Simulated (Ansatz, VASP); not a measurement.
**One calculation of BeS, two programs**

```
CELL_PARAMETERS angstrom
0.00000 2.31633 2.31633
2.31633 0.00000 2.31633
2.31633 2.31633 0.00000
ATOMIC_POSITIONS crystal
Be 0.00000 0.00000 0.00000
S 0.50000 0.50000 0.50000
```

Change from the starting cell: species swapped into the TePb type (Fm-3m, No. 225).

Alike in both runs: functional PBE; k mesh 6 × 6 × 6; occupations gaussian, width 0.1 eV; no spin polarisation.

Ansatz relaxed the structure, and its values are those at the end. VASP's run is a single point on that final structure, the one shown.

|  | VASP | Ansatz |
| --- | --- | --- |
| version | VASP 6.6.1 | Ansatz 0.2.0 |
| potentials or method | VASP PAW PBE potentials, release 64 (Be, S) | scalar-relativistic, plane waves, PAW |
| plane-wave cutoff (eV) | 520 | 420 |
| valence electrons in the cell | 8 | 8 |

|  | VASP | Ansatz | Ansatz less VASP |
| --- | --- | --- | --- |
| gap on the k mesh at the Fermi level (eV) | 0.98 | 0.97 | -0.007 |
| least direct gap on the mesh (eV) | 4.15 | 4.14 | -0.006 |
| pressure (GPa) | -0.1 | 0.0 | +0.08 |

With one functional, cell and mesh, what is left measures potentials, basis and numerics.

A k mesh can miss the band edges.
